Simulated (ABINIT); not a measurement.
Sn:

```xyz
2
Lattice="0.0000 3.2333 3.2333 3.2333 0.0000 3.2333 3.2333 3.2333 0.0000" Properties=species:S:1:pos:R:3 pbc="T T T"
Sn    4.8500    4.8500    4.8500
Sn    3.2333    3.2333    3.2333
```

This isn't the form of Sn at room conditions, which is tetragonal (white tin).

Base run:

| Property | Result |
| --- | --- |
| Program | ABINIT 10.8.3 (patched build) |
| Functional | r2SCAN |
| Potentials or basis | SG15 NC PBE v1.2 |
| Cutoff | 707 eV |
| k mesh | 7 × 7 × 7 |
| Occupations | fermi-dirac, width 0.05 eV |
| Spin | no spin polarisation |

Its results: band gap on the k mesh none (metal or under the smearing width); pressure 0.8 GPa.

**Question.** The run is repeated on the same cell with these changes: potentials or basis from SG15 NC PBE v1.2 to Ansatz NC r2SCAN; cutoff from 707 eV to 1469 eV. What comes out?

**Answer.** Band gap on the k mesh none (metal or under the smearing width); pressure 2.2 GPa.

Caveats: the potentials were made for another functional, which shifts forces and pressure (some runs).
